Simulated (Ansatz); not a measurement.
**ZnS — field gradients at the nuclei**

The cell is a computed structure from the Materials Project (it need not be an observed phase), taken as it stands.

```
Zn S
1.0
     3.80671    0.00000    0.00000
    -1.90335    3.29671    0.00000
     0.00000    0.00000   62.30256
Zn S
20 20
Direct
  0.00000 0.00000 0.65005
  0.00000 0.00000 0.05002
  0.66667 0.33333 0.60001
  0.33333 0.66667 0.80006
  0.66667 0.33333 0.30002
  0.33333 0.66667 0.95001
  0.33333 0.66667 0.50002
  0.33333 0.66667 0.35005
  0.33333 0.66667 0.10004
  0.66667 0.33333 0.90000
  0.00000 0.00000 0.55000
  0.66667 0.33333 0.00004
  0.66667 0.33333 0.45002
  0.00000 0.00000 0.40004
  0.66667 0.33333 0.15003
  0.00000 0.00000 0.85004
  0.00000 0.00000 0.20003
  0.33333 0.66667 0.70002
  0.66667 0.33333 0.75003
  0.33333 0.66667 0.25001
  0.66667 0.33333 0.33752
  0.00000 0.00000 0.68748
  0.33333 0.66667 0.83748
  0.33333 0.66667 0.28744
  0.00000 0.00000 0.23748
  0.66667 0.33333 0.03746
  0.33333 0.66667 0.38749
  0.00000 0.00000 0.08748
  0.00000 0.00000 0.88747
  0.33333 0.66667 0.98750
  0.66667 0.33333 0.48746
  0.33333 0.66667 0.73744
  0.33333 0.66667 0.53746
  0.66667 0.33333 0.78751
  0.66667 0.33333 0.63750
  0.00000 0.00000 0.58742
  0.33333 0.66667 0.13749
  0.66667 0.33333 0.93742
  0.00000 0.00000 0.43748
  0.66667 0.33333 0.18748
```

Atoms are numbered from 1 in the order listed; like atoms form one site, named after its first atom.

Method: Kohn–Sham DFT in Ansatz, PBE, plane waves and PAW, scalar-relativistic, 420 eV cutoff, Γ-centred 8×8×1 k-points, Fermi–Dirac smearing 0.02 eV.

Conventions: |V_zz| ≥ |V_yy| ≥ |V_xx|, η = (V_xx − V_yy)/V_zz, C_Q = eQV_zz/h.

67Zn: I = 5/2, Q = 122.0 mb; ³³S: I = 3/2, Q = -69.40 mb. Q values from Pyykkö, Mol. Phys. 116, 1328 (2018).

```json
{"site": "Zn1", "atoms (order as listed)": "1", "first shell": "4 S at 2.33 Å", "V_zz (10²¹ V/m²)": "0.037", "η": "0.00", "C_Q (MHz)": "0.110"}
{"site": "Zn2", "atoms (order as listed)": "2, 13, 15", "first shell": "4 S at 2.33 Å", "V_zz (10²¹ V/m²)": "0.009", "η": "0.00", "C_Q (MHz)": "0.028"}
{"site": "Zn3", "atoms (order as listed)": "3", "first shell": "4 S at 2.33–2.34 Å", "V_zz (10²¹ V/m²)": "-0.097", "η": "0.00", "C_Q (MHz)": "-0.287"}
{"site": "Zn4", "atoms (order as listed)": "4", "first shell": "4 S at 2.33 Å", "V_zz (10²¹ V/m²)": "0.042", "η": "0.00", "C_Q (MHz)": "0.123"}
{"site": "Zn5", "atoms (order as listed)": "5", "first shell": "4 S at 2.33–2.34 Å", "V_zz (10²¹ V/m²)": "-0.090", "η": "0.00", "C_Q (MHz)": "-0.266"}
{"site": "Zn6", "atoms (order as listed)": "6, 19", "first shell": "4 S at 2.33–2.34 Å", "V_zz (10²¹ V/m²)": "-0.10", "η": "0.00", "C_Q (MHz)": "-0.300"}
{"site": "Zn7", "atoms (order as listed)": "7, 9, 10, 14, 17, 20", "first shell": "4 S at 2.33 Å", "V_zz (10²¹ V/m²)": "<0.005", "η": "–", "C_Q (MHz)": "≈0"}
{"site": "Zn8", "atoms (order as listed)": "8", "first shell": "4 S at 2.33 Å", "V_zz (10²¹ V/m²)": "0.048", "η": "0.00", "C_Q (MHz)": "0.142"}
{"site": "Zn11", "atoms (order as listed)": "11", "first shell": "4 S at 2.33 Å", "V_zz (10²¹ V/m²)": "-0.004", "η": "0.00", "C_Q (MHz)": "-0.013"}
{"site": "Zn12", "atoms (order as listed)": "12", "first shell": "4 S at 2.33 Å", "V_zz (10²¹ V/m²)": "0.045", "η": "0.00", "C_Q (MHz)": "0.132"}
{"site": "Zn16", "atoms (order as listed)": "16", "first shell": "4 S at 2.33 Å", "V_zz (10²¹ V/m²)": "-0.011", "η": "0.00", "C_Q (MHz)": "-0.031"}
{"site": "Zn18", "atoms (order as listed)": "18", "first shell": "4 S at 2.33 Å", "V_zz (10²¹ V/m²)": "-0.008", "η": "0.00", "C_Q (MHz)": "-0.023"}
{"site": "S21", "atoms (order as listed)": "21, 34", "first shell": "4 Zn at 2.33–2.34 Å", "V_zz (10²¹ V/m²)": "0.23", "η": "0.00", "C_Q (MHz)": "-0.384"}
{"site": "S22", "atoms (order as listed)": "22, 31", "first shell": "4 Zn at 2.33 Å", "V_zz (10²¹ V/m²)": "0.084", "η": "0.00", "C_Q (MHz)": "-0.142"}
{"site": "S23", "atoms (order as listed)": "23, 27", "first shell": "4 Zn at 2.33 Å", "V_zz (10²¹ V/m²)": "0.087", "η": "0.00", "C_Q (MHz)": "-0.146"}
{"site": "S24", "atoms (order as listed)": "24", "first shell": "4 Zn at 2.33 Å", "V_zz (10²¹ V/m²)": "0.14", "η": "0.00", "C_Q (MHz)": "-0.230"}
{"site": "S25", "atoms (order as listed)": "25, 33, 37", "first shell": "4 Zn at 2.33 Å", "V_zz (10²¹ V/m²)": "0.079", "η": "0.00", "C_Q (MHz)": "-0.132"}
{"site": "S26", "atoms (order as listed)": "26", "first shell": "4 Zn at 2.33 Å", "V_zz (10²¹ V/m²)": "0.091", "η": "0.00", "C_Q (MHz)": "-0.153"}
{"site": "S28", "atoms (order as listed)": "28", "first shell": "4 Zn at 2.33 Å", "V_zz (10²¹ V/m²)": "0.095", "η": "0.00", "C_Q (MHz)": "-0.159"}
{"site": "S29", "atoms (order as listed)": "29", "first shell": "4 Zn at 2.33 Å", "V_zz (10²¹ V/m²)": "0.068", "η": "0.00", "C_Q (MHz)": "-0.114"}
{"site": "S30", "atoms (order as listed)": "30", "first shell": "4 Zn at 2.33–2.34 Å", "V_zz (10²¹ V/m²)": "0.23", "η": "0.00", "C_Q (MHz)": "-0.380"}
{"site": "S32", "atoms (order as listed)": "32, 36, 38", "first shell": "4 Zn at 2.33 Å", "V_zz (10²¹ V/m²)": "0.14", "η": "0.00", "C_Q (MHz)": "-0.236"}
{"site": "S35", "atoms (order as listed)": "35", "first shell": "4 Zn at 2.33–2.34 Å", "V_zz (10²¹ V/m²)": "0.23", "η": "0.00", "C_Q (MHz)": "-0.391"}
{"site": "S39", "atoms (order as listed)": "39", "first shell": "4 Zn at 2.33 Å", "V_zz (10²¹ V/m²)": "0.075", "η": "0.00", "C_Q (MHz)": "-0.126"}
{"site": "S40", "atoms (order as listed)": "40", "first shell": "4 Zn at 2.33 Å", "V_zz (10²¹ V/m²)": "0.082", "η": "0.00", "C_Q (MHz)": "-0.137"}
```

An axis of threefold or higher order runs through Zn1, Zn2, Zn3, Zn4, Zn5 and Zn6 and others, so V_zz lies along it and η is zero.
